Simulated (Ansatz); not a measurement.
## CsCl (Pm-3m): the size of the finite step

```yaml
crystal:
  lattice:
    - [4.14018, 0.00000, 0.00000]
    - [0.00000, 4.14018, 0.00000]
    - [0.00000, 0.00000, 4.14018]
  atoms:
    - { symbol: Cs, position: [0.00000, 0.00000, 0.00000] }
    - { symbol: Cl, position: [0.50000, 0.50000, 0.50000] }
```

Computed, not measured; unless marked otherwise by r²SCAN, PAW on Ansatz 0.2.0's default frozen-core files (fitted under PBE), scalar-relativistic. k mesh 6×6×6, strains of ±0.005, fixed occupations, cutoff 500 eV. The cell was relaxed by PAW under this functional.

Q: Elastic constants come from stresses at strains of ±0.005 (and twice that, four-point stencil): C11 = 37.0, C12 = 9.0, C44 = 9.0 GPa. What does an amplitude of 0.02 give?

A: C11 = 37.0, C12 = 9.0, C44 = 9.0 GPa. Nothing moves by 1 %: the four-point stencil cancels the leading anharmonic error.

Known limits: frozen-core PAW files fitted under PBE, their cores solved anew for the functional of the run.
